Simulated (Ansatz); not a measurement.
**BP in Ansatz: the effect of functional**

Crystal: BP.

```xyz
2
Lattice="0.0000 2.2690 2.2690 2.2690 0.0000 2.2690 2.2690 2.2690 0.0000" Properties=species:S:1:pos:R:3 pbc="T T T"
P     3.4035    3.4035    3.4035
B     0.0000    0.0000    0.0000
```

Alike in all runs:

| Property | Result |
| --- | --- |
| Program | Ansatz 0.2.0 |
| Task | band structure |
| Potentials or basis | all-electron LAPW, scalar-relativistic |
| Basis error allowed | 0.001 eV/atom |
| k mesh | 10 × 10 × 10 |
| Occupations | fermi-dirac, width 0.05 eV |
| Spin | no spin polarisation |

Problem. One run gave: gap on the mesh 1.51 eV; pressure 6.1 GPa. Which functional did it use?
A. LDA
B. RPBE
C. revPBE
D. PBE
E. BLYP

Solution. E.

| functional | cutoff | gap on the mesh (eV) | pressure (GPa) |
| --- | --- | --- | --- |
| LDA | 283 eV (chosen from the basis error) | 1.19 | -5.2 |
| PBE | 281 eV (chosen from the basis error) | 1.25 | 1.1 |
| PBEsol | 281 eV (chosen from the basis error) | 1.14 | -2.0 |
| RPBE | 280 eV (chosen from the basis error) | 1.27 | 3.9 |
| revPBE | 280 eV (chosen from the basis error) | 1.26 | 3.2 |
| BLYP | 283 eV (chosen from the basis error) | 1.51 | 6.1 |

